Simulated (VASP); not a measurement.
Here is a VASP 6.6.1 calculation.

Contents of INCAR:

```
ALGO = Normal
EDIFF = 1E-6
ENCUT = 700
GGA = PS
ISIF = 2
ISMEAR = 0
LASPH = T
LCHARG = F
LREAL = F
LWAVE = F
NELM = 80
PREC = Accurate
SIGMA = 0.02
```

File KPOINTS:

```
k-points
0
Gamma
  12 12 12
```

POSCAR

```
C
1.0
    0.0000000000      1.7774500000      1.7774500000
    1.7774500000      0.0000000000      1.7774500000
    1.7774500000      1.7774500000      0.0000000000
C
2
Direct
    0.5000000000      0.5000000000      0.5000000000
    0.7500000000      0.7500000000      0.7500000000
```

Potentials or basis: VASP PAW PBE potentials, release 64 (C).

Launch:

```sh
$ cat potpaw_PBE.64/C/POTCAR > POTCAR
$ mpirun -np 1 vasp_std > vasp.out
```

(1) What does it give for the band gap on the k mesh?

(2) What does it give for the pressure?

## Answers

(1) 4.06 eV, indirect (least direct gap 5.57 eV).

(2) -0.2 GPa.

Caveat: the PAW data sets were made with another functional, which shifts forces and pressure a little.
